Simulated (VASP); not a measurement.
InAs: relaxation of cell and atoms with PBE

InAs:

```
In As
1.0
     0.00000    3.09413    3.09413
     3.09413    0.00000    3.09413
     3.09413    3.09413    0.00000
In As
1 1
Cartesian
  0.0000 0.0000 0.0000
  1.5471 1.5471 1.5471
```

```yaml
Program: VASP 6.6.1
Task: relaxation of cell and atoms
Functional: PBE
Potentials_or_basis: VASP PAW PBE potentials, release 64 (In_d, As)
Cutoff: 600 eV
k_mesh: 10 × 10 × 10
Occupations: gaussian, width 0.03 eV
Spin: no spin polarisation
Further_INCAR_settings: ALGO = Normal; EDIFF = 1e-07; IBRION = 2; EDIFFG = -0.005; NSW = 90; ISIF = 3
```

The pressure after relaxing is 0.0 GPa and the band gap on the k mesh is none (metal or under the smearing width).

Final structure:
```yaml
crystal:
  lattice:
    - [0.00000, 3.09413, 3.09413]
    - [3.09413, 0.00000, 3.09413]
    - [3.09413, 3.09413, 0.00000]
  atoms:
    - { symbol: In, position: [0.00000, 0.00000, 0.00000] }
    - { symbol: As, position: [0.25000, 0.25000, 0.25000] }
```

Levels at points of the mesh, in eV from the Fermi level:
| k point | band 6 | band 7 | band 8 | band 9 | band 10 | band 11 | band 12 | band 13 |
| --- | --- | --- | --- | --- | --- | --- | --- | --- |
| (0.00, 0.00, 0.00) | -11.45 | -0.56 | -0.01 | -0.01 | -0.01 | 3.86 | 3.86 | 3.86 |
| (0.50, 0.00, 0.00) | -10.18 | -5.44 | -0.90 | -0.90 | 0.80 | 4.62 | 4.62 | 6.74 |
| (0.50, 0.50, 0.00) | -9.71 | -5.56 | -2.11 | -2.11 | 1.65 | 2.03 | 8.74 | 8.78 |

Run time: 110 s on 1 thread of AMD EPYC 7R43 64-Core Processor (Zen 3), on a shared host, peak memory 0.19 GiB.

Caveat: the relaxation stopped at its first step, so nothing moved; this crystal is a semiconductor, whose small gap the functional closes, so the metal is an error of the method.
